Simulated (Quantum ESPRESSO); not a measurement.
Co under changes of volume

One of the cells (10.640 Å³/atom); the others are scaled copies at fixed shape and fractional positions:

```
Co
1.0
     2.47200    0.00000    0.00000
    -1.23600    2.14081    0.00000
     0.00000    0.00000    4.02114
Co
2
Direct
  0.66667 0.33333 0.75000
  0.33333 0.66667 0.25000
```

```yaml
Program: Quantum ESPRESSO 7.5
Functional: LDA
Potentials_or_basis: PseudoDojo 0.4.1 SR LDA standard
Cutoff: 1306 eV
Density_cutoff: 5225 eV
k_mesh: 10 × 10 × 6
Occupations: fermi-dirac, width 0.05 eV
Spin: collinear spin, ferromagnetic start
Starting_moments: "[2.0, 2.0] μB"
```

```tsv
volume (Å³/atom)	energy over the lowest point (meV/atom)	pressure (GPa)	moment (μB per cell)
10.002	0.00	-0.6	2.95
10.215	4.59	-5.8	3.02
10.427	15.46	-10.2	3.10
10.640	31.59	-14.1	3.17
10.853	52.45	-17.6	3.23
11.066	77.87	-20.9	3.27
11.279	?	?	?
```

Question: What does the run at 11.279 Å³/atom give?

Answer: Energy over the lowest point 107.53 meV/atom; pressure -23.9 GPa; moment 3.29 μB per cell.

Worked out: A Birch-Murnaghan fit of order 3 (a polynomial in V^(-2/3)) to the other rows has its minimum at 9.96 Å³/atom, just outside them, with B0 = V·E''(V) = 245 GPa and B' = 4.3 at fixed shape and positions, which overstates the stiffness. It gives 106.99 meV/atom at 11.279 Å³/atom, against the run's 107.53, and -dE/dV = -23.3 GPa, against -23.9. A parabola through the other rows of the moment, of slope 0.173 μB per Å³/atom there, extrapolates to 3.31 μB, against the run's 3.29.

Energies are extrapolated to zero smearing.
